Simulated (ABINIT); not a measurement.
The system is InP.

```
CELL_PARAMETERS angstrom
0.00000 2.93050 2.93050
2.93050 0.00000 2.93050
2.93050 2.93050 0.00000
ATOMIC_POSITIONS crystal
In 0.00000 0.00000 0.00000
P 0.75000 0.75000 0.75000
```

Base run:

* Program: ABINIT 10.8.3 (patched build)
* Functional: SOGGA
* Potentials or basis: JTH PAW PBE v2.0
* Cutoff: 544 eV
* k mesh: 8 × 8 × 8
* Occupations: fermi-dirac, width 0.05 eV
* Spin: no spin polarisation

Its results: band gap on the k mesh 0.64 eV, direct.

The run is repeated on the same cell with these changes: potentials or basis from JTH PAW PBE v2.0 to JTH PAW PBE v2.0 sp; valence electrons from 18 to 8. What comes out?

Band gap on the k mesh 0.75 eV, direct.

Caveats: spin-orbit coupling is left out, which moves the levels of the heavy elements; this set keeps more shells in the core, which shifts pressures and gaps (some runs).

